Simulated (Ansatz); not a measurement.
Computed with DFT PBE, scalar-relativistic, plane waves, PAW in Ansatz. Settings: cutoff 420 eV, Γ-centred meshes spaced at most about 0.3 Å⁻¹, and about 0.25 Å⁻¹ or finer for metals (2π included), Gaussian smearing. No spin polarisation.

These are static total energies at zero pressure.

Two forms of Nb3C were relaxed alike.

1.

```yaml
crystal:
  lattice:
    - [0.00000, 3.09722, 3.09722]
    - [3.09722, 0.00000, 3.09722]
    - [3.09722, 3.09722, 0.00000]
  atoms:
    - { symbol: Nb, position: [0.00000, 0.00000, 0.00000] }
    - { symbol: Nb, position: [0.25000, 0.25000, 0.25000] }
    - { symbol: Nb, position: [0.75000, 0.75000, 0.75000] }
    - { symbol: C, position: [0.50000, 0.50000, 0.50000] }
```

2.

```yaml
crystal:
  lattice:
    - [3.87694, 0.00000, 0.00000]
    - [0.00000, 3.87694, 0.00000]
    - [0.00000, 0.00000, 3.87694]
  atoms:
    - { symbol: Nb, position: [0.00000, 0.50000, 0.50000] }
    - { symbol: Nb, position: [0.50000, 0.00000, 0.50000] }
    - { symbol: Nb, position: [0.50000, 0.50000, 0.00000] }
    - { symbol: C, position: [0.00000, 0.00000, 0.00000] }
```

Problem. Which would you expect to be lower, and how large is the difference?

Solution. Cell 2 is lower, by 250 meV/atom. Cell 1 has the BiF3 (D0_3) type, space group Fm-3m (No. 225), 14.9 Å³/atom and no gap on its mesh; cell 2 has the Cu3Au (L1_2) type, space group Pm-3m (No. 221), 14.6 Å³/atom and no gap. Counting Nb atoms around C (those within 1.25 times the shortest such distance or 1.15 times the sum of covalent radii; a plus sign parts nearer from farther groups), cell 1 has C 8+6 and cell 2 has C 12. Even the lower one lies +0.72 eV/atom against the reference forms of the elements (uncorrected), so neither is stable at this level. In cell 1, around Nb on a site of symmetry m-3m lie 8 Nb at 2.68 Å and 6 C at 3.10 Å; Nb on a site of symmetry -43m has 4 C at 2.68 Å, 4 Nb at 2.68 Å and 6 Nb at 3.10 Å; C is surrounded by 8 Nb at 2.68 Å and 6 Nb at 3.10 Å. In cell 2, around Nb lie 4 C at 2.74 Å and 8 Nb at 2.74 Å; C is surrounded by 12 Nb at 2.74 Å. Both come from invented guesses. The lowest form computed isn't among them: it has space group P6_3/m (No. 176), 15.2 Å³/atom and lies 0.69 eV/atom below the best shown.

Cells relaxed within their symmetry can be saddle points. Some candidate types were left out of the draw beforehand, so a known form may be missing.
